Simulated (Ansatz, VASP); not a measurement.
## P in VASP and in Ansatz

```
CELL_PARAMETERS angstrom
-1.52988 1.52988 1.52988
1.52988 -1.52988 1.52988
1.52988 1.52988 -1.52988
ATOMIC_POSITIONS crystal
P 0.00000 0.00000 0.00000
```

Alike in both runs: task single point; functional BLYP; k mesh 16 × 16 × 16; occupations fermi-dirac, width 0.1 eV; no spin polarisation.

|  | VASP | Ansatz |
| --- | --- | --- |
| version | VASP 6.6.1 | Ansatz 0.2.0 |
| potentials or method | VASP PAW PBE potentials, release 64 (P) | plane waves (420 eV) with PAW, scalar-relativistic |
| plane-wave cutoff (eV) | 520 | 420 |
| valence electrons in the cell | 5 | 5 |

|  | VASP | Ansatz | Ansatz less VASP |
| --- | --- | --- | --- |
| pressure (GPa) | 11.6 | 11.4 | -0.20 |

The functional is the same, so the differences come from potentials, cutoffs and numerics.

Caveats: the PAW data sets were made with another functional, which shifts forces and pressure a little (VASP).
